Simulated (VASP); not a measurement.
La2O3:

```xyz
5
Lattice="3.9036 0.0000 0.0000 -1.9518 3.3806 0.0000 0.0000 0.0000 6.0320" Properties=species:S:1:pos:R:3 pbc="T T T"
La    1.9518    1.1269    4.5527
La    0.0000    2.2537    1.4794
O     1.9518    1.1269    2.1351
O     0.0000    2.2537    3.8969
O     0.0000    0.0000    0.0000
```

The cell is a database's computed one.

Base run:

```yaml
Program: VASP 6.6.1
Functional: r2SCAN
Potentials_or_basis: VASP PAW PBE potentials, release 64 (La, O)
Cutoff: 520 eV
k_mesh: 9 × 9 × 4
Occupations: gaussian, width 0.02 eV
Spin: no spin polarisation
```

Its results: band gap on the k mesh 4.27 eV, indirect (least direct gap 4.36 eV); pressure 3.9 GPa; largest force 0.125 eV/Å.

Q: The run is repeated on the same cell with these changes: functional from r2SCAN to PBEsol. What comes out?

A: Band gap on the k mesh 3.80 eV, indirect (least direct gap 3.87 eV); pressure 0.1 GPa; largest force 0.003 eV/Å.

r2SCAN gives the wider gap, since meta-GGAs in the generalised Kohn-Sham scheme recover part of the derivative discontinuity.

Caveats: the PAW data sets were made with another functional, which shifts forces and pressure a little; spin-orbit coupling is left out, which moves the levels of the heavy elements.
